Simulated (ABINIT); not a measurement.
The system is MgS.

```
CELL_PARAMETERS angstrom
0.00000 2.83312 2.83312
2.83312 0.00000 2.83312
2.83312 2.83312 0.00000
ATOMIC_POSITIONS crystal
S 0.25000 0.25000 0.25000
Mg 0.00000 0.00000 0.00000
```

The cell comes from a database or a generator and needn't be the stable form of this composition.

| Quantity | Value |
| --- | --- |
| Program | ABINIT 10.8.3 (patched build) |
| Task | single point |
| Functional | PBEsol |
| Potentials or basis | PseudoDojo NC SR PBEsol v0.4.1 standard |
| Cutoff | 1143 eV |
| k mesh | 8 × 8 × 8 |
| Occupations | fermi-dirac, width 0.05 eV |
| Spin | no spin polarisation |

On this cell: pressure -0.4 GPa; largest force zero by symmetry; band gap on the k mesh 3.28 eV, direct.

The same run follows on a disturbed copy (atoms moved at random, drawn with an rms of 0.05 Å):

```
CELL_PARAMETERS angstrom
0.00000 2.83312 2.83312
2.83312 0.00000 2.83312
2.83312 2.83312 0.00000
ATOMIC_POSITIONS crystal
S 0.25779 0.24666 0.25028
Mg 0.98714 0.01107 0.00340
```

Task: What does the disturbed cell give?

Result: The energy moves by +7.7 meV/atom; pressure -0.3 GPa; largest force 0.437 eV/Å; band gap on the k mesh 3.20 eV, direct.

Forces in eV/Å, atoms in the order of the input:
```
S    0.291 -0.291 -0.146
Mg  -0.291  0.291  0.146
```

Stress tensor (GPa, compression positive):
```
-0.32 -0.51 -1.10
-0.51 -0.32  1.10
-1.10  1.10 -0.24
```

A k mesh can miss the band edges.
